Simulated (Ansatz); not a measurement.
# Equation of state of Bi

Space group R-3m:H (No. 166). a = 4.546 Å, b = 4.546 Å, c = 11.862 Å, α = 90.00°, β = 90.00°, γ = 120.00°
```csv
atom,site,symmetry,x,y,z
Bi,6c,3m,0.0000,0.0000,0.2339
```

The runs use the primitive cell with vectors (2.273, 1.312, 3.954), (-2.273, 1.312, 3.954), (0.000, -2.625, 3.954) Å, to which the k mesh refers.

The structure is an experimental refinement, used without relaxation.

No spin–orbit coupling, which matters for the heavy atoms here.

Methods: DFT, PBE, all-electron LAPW, scalar-relativistic (Ansatz 0.2.0); DFT, PBE, PAW with Ansatz's default frozen-core files, scalar-relativistic (Ansatz 0.2.0).

For LAPW: a Γ-centred 11×11×11 k mesh, Fermi–Dirac smearing of 0.03 eV, basis error target 0.25 meV/atom, no spin polarisation. PAW takes a cutoff of 420 eV at this cell. The Ansatz runs share mesh, smearing and spin set-up. Plane-wave (PAW) pressures include the program's estimate of the Pulay term.

The cell above is scaled evenly, with fractional coordinates and shape held.

(1) Estimate the equilibrium volume and bulk modulus that full-potential LAPW gives for this fixed shape.

## Answers

(1) V0 = 36.77 Å³/atom, B0 = 43 GPa, B0′ = 4.6, from a third-order Birch–Murnaghan fit to these pressures:
| V/V(cell) | V (Å³/atom) | P, LAPW (GPa) | P, PAW (GPa) | free energy over the lowest listed, PAW (meV/atom) |
| --- | --- | --- | --- | --- |
| 0.9400 | 33.260 | 5.41 | 5.39 | 53.5 |
| 0.9600 | 33.968 | 4.07 | 4.05 | 32.7 |
| 0.9800 | 34.675 | 2.87 | 2.85 | 17.5 |
| 0.9900 | 35.029 | 2.32 | 2.30 | 11.8 |
| 1.0000 | 35.383 | 1.79 | 1.78 | 7.3 |
| 1.0100 | 35.737 | 1.30 | 1.28 | 3.9 |
| 1.0200 | 36.091 | 0.83 | 0.81 | 1.6 |
| 1.0400 | 36.798 | -0.04 | -0.05 | 0.0 |
| 1.0600 | 37.506 | -0.82 | -0.83 | 2.0 |
